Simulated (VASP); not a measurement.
Input of a VASP 6.6.1 run:

INCAR

```
ALGO = Normal
EDIFF = 1E-7
EDIFFG = -0.005
ENCUT = 600
IBRION = 2
ISIF = 3
ISMEAR = 0
LASPH = T
LCHARG = F
LMIXTAU = T
LREAL = F
LWAVE = F
METAGGA = R2SCAN
NELM = 80
NSW = 90
PREC = Accurate
PSTRESS = 226.0
SIGMA = 0.03
```

File KPOINTS:

```
k-points
0
Gamma
  12 12 12
```

The input POSCAR:

```
MgO                                     
1.0
    0.0000000000      2.0241716481      2.0241716481
    2.0241716481      0.0000000000      2.0241716481
    2.0241716481      2.0241716481      0.0000000000
  Mg              O             
     1     1
Direct
     0.0000000000000000    0.0000000000000000    0.0000000000000000
     0.5000000000000000    0.5000000000000000    0.5000000000000000
```

Potentials or basis: VASP PAW PBE potentials, release 64 (Mg, O).

Run with:

```sh
$ cat potpaw_PBE.64/Mg/POTCAR potpaw_PBE.64/O/POTCAR > POTCAR
$ mpirun -np 1 vasp_std > vasp.out
```

Problem. Estimate the band gap on the k mesh.

Solution. 6.91 eV, direct.

Problem. What does it give for the relaxed volume?

Solution. 8.29 Å³/atom.

Problem. Estimate the relaxed cell.

Solution. a = 2.862 Å, b = 2.862 Å, c = 2.862 Å, α = 60.00°, β = 60.00°, γ = 60.00°.

Step by step:
| step | energy change (eV) | largest force (eV/Å) | pressure (GPa) | volume (Å³) |
| --- | --- | --- | --- | --- |
| 1 | 0.0000 | 0.0000 | 22.48 | 16.59 |
| 2 | 0.0021 | 0.0000 | 22.71 | 16.57 |
| 3 | 0.0011 | 0.0000 | 22.61 | 16.58 |

Caveat: the cell is relaxed towards a set pressure, so the enthalpy falls and the energy may rise; the PAW data sets were made with another functional, which shifts forces and pressure a little. A k mesh can miss the band edges.
